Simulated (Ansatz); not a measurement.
## Carriers in BaS (Fm-3m)

```
Ba S
1.0
     0.00000    3.16630    3.16630
     3.16630    0.00000    3.16630
     3.16630    3.16630    0.00000
Ba S
1 1
Direct
  0.00000 0.00000 0.00000
  0.50000 0.50000 0.50000
```

Computed, not measured; unless marked otherwise by PBEsol, all-electron LAPW in Ansatz 0.2.0, with spin-orbit coupling. k mesh 8×8×8, fixed occupations, basis error target 1 meV/atom. The cell was relaxed by PAW under this functional.

Extrema are searched on a 8×8×8 mesh and refined by Newton steps; masses come from band slopes 0.005 Å⁻¹ away, 1/m* = (1/ħ²) d²E/dk², negative for holes (the finite step makes the lightest masses up to about 3 % heavy). k is in units of the reciprocal vectors.

(1) Where are the band edges, and is the gap direct?

(2) What are the electron masses at the edge?

(3) Several bands lie at or near the hole edge, or its surface isn't an ellipsoid. What are the masses by direction?

(4) What electronic dielectric constant and refractive index follow from the same bands (independent particles)?

(5) What gap does PAW give in the same cell?

(6) What does spin-orbit coupling change?

(7) Cells strained by ±0.5 % (all lengths, zz alone, equal engineering shears γ in yz, zx, xy; ions relaxed) give deformation potentials. How do the edge levels move, in eV per unit strain against the centre of the top valence set?

## Answers

(1) The valence maximum lies at Gamma (0.000, 0.000, 0.000) and the conduction minimum at X (0.000, -0.500, -0.500), so the Kohn-Sham gap of 1.992 eV is indirect; the least direct gap on the mesh is 2.043 eV. A further valence extremum at X (0.000, -0.500, -0.500) lies 0.051 eV from the edge (3 equivalent points).

(2) The principal masses are 0.319, 0.319, 1.27 mₑ. One valley has a density-of-states mass (m₁m₂m₃)^(1/3) = 0.506; 3 valleys give N^(2/3) times that, 1.05; the direction-averaged conductivity mass 3/Σ(1/mᵢ) is 0.425 mₑ.

(3) 

```json
{"direction": "100", "branch from the edge (spin pairs averaged)": "1", "its level at the point (eV from the edge)": "0.000", "m*/mₑ": "-2.78"}
{"direction": "100", "branch from the edge (spin pairs averaged)": "2", "its level at the point (eV from the edge)": "0.000", "m*/mₑ": "-0.293"}
{"direction": "100", "branch from the edge (spin pairs averaged)": "3", "its level at the point (eV from the edge)": "-0.146", "m*/mₑ": "-0.587"}
{"direction": "110", "branch from the edge (spin pairs averaged)": "1", "its level at the point (eV from the edge)": "0.000", "m*/mₑ": "-0.994"}
{"direction": "110", "branch from the edge (spin pairs averaged)": "2", "its level at the point (eV from the edge)": "0.000", "m*/mₑ": "-0.36"}
{"direction": "110", "branch from the edge (spin pairs averaged)": "3", "its level at the point (eV from the edge)": "-0.146", "m*/mₑ": "-0.588"}
{"direction": "111", "branch from the edge (spin pairs averaged)": "1", "its level at the point (eV from the edge)": "0.000", "m*/mₑ": "-0.725"}
{"direction": "111", "branch from the edge (spin pairs averaged)": "2", "its level at the point (eV from the edge)": "0.000", "m*/mₑ": "-0.416"}
{"direction": "111", "branch from the edge (spin pairs averaged)": "3", "its level at the point (eV from the edge)": "-0.146", "m*/mₑ": "-0.588"}
{"direction": "11-2", "branch from the edge (spin pairs averaged)": "1", "its level at the point (eV from the edge)": "0.000", "m*/mₑ": "-0.993"}
{"direction": "11-2", "branch from the edge (spin pairs averaged)": "2", "its level at the point (eV from the edge)": "0.000", "m*/mₑ": "-0.36"}
{"direction": "11-2", "branch from the edge (spin pairs averaged)": "3", "its level at the point (eV from the edge)": "-0.146", "m*/mₑ": "-0.588"}
```

(4) ε∞ = (5.52, 5.52, 5.52), so n ≈ √ε∞ = 2.35 (mean over directions) well under the gap and the normal reflectivity is ((n − 1)/(n + 1))² = 0.162. Local fields, left out here, lower ε∞ by several per cent.

(5) 1.991 eV, -1 meV from the LAPW value.

(6) The gap goes from 2.039 to 1.992 eV. The valence levels at the maximum lie at 0.000, 0.000, -0.146 eV (pairs).

(7) 

```tsv
point	k	side	bands	level (eV)	d/dlnV	d/dε_zz	d/dγ	split/ε_zz	split/γ
Gamma	0.00 0.00 0.00	valence	4	0.000	0.00	0.00	0.00*	2.56	2.15
Gamma	0.00 0.00 0.00	conduction	2	3.583	-5.07	-5.07	-0.11*	–	–
X	0.00 -0.50 -0.50	conduction	2	1.992	1.79	1.56	0.00*	–	–
X	-0.50 -0.50 0.00	conduction	2	1.992	1.79	2.24	0.00*	–	–
L	-0.50 0.00 0.00	conduction	2	5.396	-2.41	-2.41	0.16	–	–
L	-0.50 -0.50 -0.50	conduction	2	5.396	-2.41	-2.41	-0.49	–	–
```

The quartet at Γ splits by 2|b|ε_zz and by 2√3|d|(γ/2), so |b| = 1.28 eV and |d| = 1.24 eV.

Sets with another level within 0.15 eV are left out, since it mixes in under strain; the reference set stays in any case. Entries marked * vanish by symmetry to first order; what they show is the residue of the finite step. These cells use a basis error target of 0.5 meV/atom.

Limits of these numbers: semilocal gaps are low, and what follows the gap (onsets, screening, light masses) shifts with it; the frozen-core PAW files of the compared runs were fitted under PBE, their cores solved anew for this functional.
